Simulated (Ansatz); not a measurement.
**AlAs at 30 GPa: from Born charge to LO–TO splitting and polaron coupling**

Computed with DFT LDA, scalar-relativistic, plane waves, PAW in Ansatz. Cutoff 420 eV, 10×10×10 k-points (Γ-centred), fixed occupations. No spin polarisation. Phonons by linear response, acoustic sum rule imposed.

The cell, relaxed at 30 GPa:
```cif
data_structure
_symmetry_space_group_name_H-M 'F-43m'
_symmetry_Int_Tables_number 216
_cell_length_a 5.1946
_cell_length_b 5.1946
_cell_length_c 5.1946
_cell_angle_alpha 90.000
_cell_angle_beta 90.000
_cell_angle_gamma 90.000
_cell_volume 140.17
loop_
_atom_site_label
_atom_site_type_symbol
_atom_site_symmetry_multiplicity
_atom_site_Wyckoff_symbol
_atom_site_fract_x
_atom_site_fract_y
_atom_site_fract_z
_atom_site_occupancy
Al1 Al 4 a 0.00000 0.00000 0.00000 1
As1 As 4 c 0.25000 0.25000 0.25000 1
```

Other phases may be more stable at this pressure. The bands were filled as in an insulator; under compression the gap may have closed between mesh points.

Linear response gives ν_TO = 470.9 cm⁻¹, Born charges ±2.002 e (positive on Al) and ε∞ = 8.840. The primitive cell holds 35.043 Å³, and the masses are 26.982 and 74.922 amu.

**Question.** Find ν_LO and the static dielectric constant.

**Answer.** The long-wave field adds a restoring force: ω_LO² − ω_TO² = Z*²e²/(ε_vac ε∞ μV). In these units ν_LO² − ν_TO² = 4.92064×10⁷ Z*²/(μ V ε∞) cm⁻², with μ = m₁m₂/(m₁ + m₂) = 19.837 amu: 32098 cm⁻². So ν_LO = √(470.9² + 32098) = 503.8 cm⁻¹, and the run gives 503.8. Lyddane–Sachs–Teller then gives ε0 = ε∞ (ν_LO/ν_TO)² = 10.12, against 10.12 in the run (it forms both from the same three quantities, so the match checks the arithmetic only). Between ν_TO and ν_LO the dielectric function is negative and an undamped crystal reflects fully: a reststrahlen band from 19.8 to 21.2 μm.

**Question.** What do the Clausius–Mossotti polarisability and the Szigeti charge come to?

**Answer.** With the Lorentz local field, α = (3V/4π)(ε∞ − 1)/(ε∞ + 2) = 6.05 Å³ for the pair, and e_S = 3Z*/(ε∞ + 2) = 0.55 e. The Born charge includes the electrons' response to the dipole's own local field, and e_S takes that enhancement out. The Lorentz field assumes point-like polarisable ions, a poor picture once ε∞ is this large, since the electron clouds then overlap or are shared, so both numbers are formal here.

**Question.** How strongly does a slow electron couple to the LO mode?

**Answer.** For one isotropic parabolic band, Fröhlich's constant is α_F = (1/ε∞ − 1/ε0) √(m* Ry/ħω_LO), with Ry = 13.606 eV, ħω_LO = 62.5 meV and m* in free-electron masses: α_F = 0.0143 × 14.76 × √m* = 0.21 √m*. The band mass isn't part of this run; for m* = 0.1, 0.3 and 1 it gives 0.07, 0.12, 0.21. In weak coupling the polaron lies α_F ħω_LO below the band edge (7 meV at m* = 0.3) with a mass m*(1 + α_F/6); past α_F of about 5 or 6 that expansion fails. A semilocal functional's ε∞ tends to be too large, which taken alone lowers α_F.

Cost: 1 run of about 2.3 core-minutes, on Intel Xeon Processor @ 2.50GHz (Skylake/Cascade Lake) (shared hosts).